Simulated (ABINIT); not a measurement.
Runs of ABINIT 10.8.3 (patched build) on Se. The structure is trigonal, space group P3_121 (No. 152). The conventional cell has a = 4.366 Å, b = 4.366 Å, c = 4.954 Å, α = 90.00°, β = 90.00°, γ = 120.00°. Around Se (site symmetry 2) lie 2 Se at 2.37 Å. 

```csv
task,level,potentials or basis,spin,cell,k mesh,cutoff (eV),smearing,k points of the masses,bands of the masses,fine-grid cutoff,bands in the sums,one-shot functional,gap on the mesh (eV),pressure (GPa),largest force (eV/Å)
single point,PBE,PseudoDojo NC SR PBE v0.4.1 standard,off,as given,5 × 5 × 4,1170,fermi-dirac 0.05 eV,-,-,-,-,-,1.23,2.8,0.43
effective masses,PBE,"Ansatz PAW PBE default generated set, frozen core","SOC, no magnetisation",as given,5 × 5 × 4,327,fixed,"[[0.4, 0.2, 0.5], [0.0, 0.0, 0.5]]","[[48, 48], [49, 50]]",653.073 eV,-,-,-,2.5,0.43
one-shot levels of the hybrid B3LYP,PBE,PseudoDojo NC SR PBE v0.4.1 standard,off,as given,4 × 4 × 4,1088,fixed,-,-,-,32,B3LYP,1.19,-,-
Berry-phase polarisation,LDA,PseudoDojo NC SR LDA v0.4.1 standard,off,cell strained at random at fixed volume,5 × 5 × 4,1088,fixed,-,-,-,-,-,-,-1.2,0.45
single point,PBE,"Ansatz PAW PBE default generated set, frozen core","SOC, no magnetisation",as given,5 × 5 × 4,327,fermi-dirac 0.05 eV,-,-,653.073 eV,-,-,1.19,2.5,0.43
single point,PBEsol,PseudoDojo NC SR PBEsol v0.4.1 standard,off,as given,5 × 5 × 4,1061,fermi-dirac 0.05 eV,-,-,-,-,-,1.15,(b),0.31
effective masses,PBE,PseudoDojo NC SR PBE v0.4.1 standard,off,as given,5 × 5 × 4,1170,fixed,"[[0.4, 0.2, 0.5], [0.0, 0.0, 0.5]]","[[24, 24], [25, 26]]",-,-,-,-,2.8,0.43
positron lifetime,PBEsol,JTH PAW PBE v2.0,off,as given,5 × 5 × 4,299,fermi-dirac 0.05 eV,-,-,598.65 eV,-,-,1.16,0.1,(a)
```

Q: Fill in the values left out.

A: (a) 0.32; (b) -0.3.

Caveats: an odd mesh through Γ misses points on the zone boundary, where band edges often lie (some runs); the masses are taken at a mesh point that needn't be the band's extremum (some runs); the atomic spheres overlap (some runs); the PAW basis is incomplete for the positron (some runs); the PAW data sets were made with another functional, which shifts forces and pressure a little (some runs).

A k mesh can miss the band edges, and rows without SOC leave out spin-orbit coupling on Se.

The runs don't all hold the same shells in valence.
